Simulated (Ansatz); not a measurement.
**TiCo: pressure against volume**

TiCo, Pm-3m, a = 2.939 Å. The structure is a Materials Project entry; whether it is the stable form wasn't checked. Ansatz: PBEsol, PAW, 420 eV, Γ-centred 14×14×14 mesh on 2 atoms, Gaussian smearing 0.10 eV; collinear spin, largest moment 0.7 μB. Symmetry fixes shape and atoms, so the cell is only scaled; pressure is positive in compression.

| V (Å³/atom) | P (GPa) |
| --- | --- |
| 11.926 | 12.96 |
| 12.306 | 5.91 |
| 12.687 | 0.01 |
| 13.067 | -4.86 |
| 13.448 | ? |

Task: Take V0 = 12.687 Å³/atom, count pressures from its P0 = 0.01 GPa, fit the third-order Birch–Murnaghan form to the other rows, and predict the missing pressure.

Result: With the Eulerian strain f = ½[(V0/V)^(2/3) − 1] and y = (P − P0)/[3f(1 + 2f)^(5/2)], the form is the line y = B0 + 1.5 B0 (B0′ − 4) f. Rows (f, y): 0.02105, 185.0; 0.01027, 182.0; -0.00974, 175.1. Means f = 0.007193, y = 180.70; Σ(Δf)² = 0.0004882, ΣΔfΔy = 0.1584; the slope is their ratio. y = 178.4 + 324.5 f GPa, so B0 = 178.4 GPa and B0′ = 4 + 2 × (324.5)/(3 × 178.4) = 5.21. At V = 13.448, f = -0.01905, y = 172.22 and P = -8.92 GPa. The run gave -9.03 GPa, so the fit is 0.11 GPa too high, a small miss on the scale of the series. The form still works here, 33 % of the fitted range beyond its end. Note that the largest moment runs from 0.46 to 0.93 μB along the series.

The largest moment runs from 0.46 to 0.93 μB along the series, so B0 and B0′ hold the change of the moment too.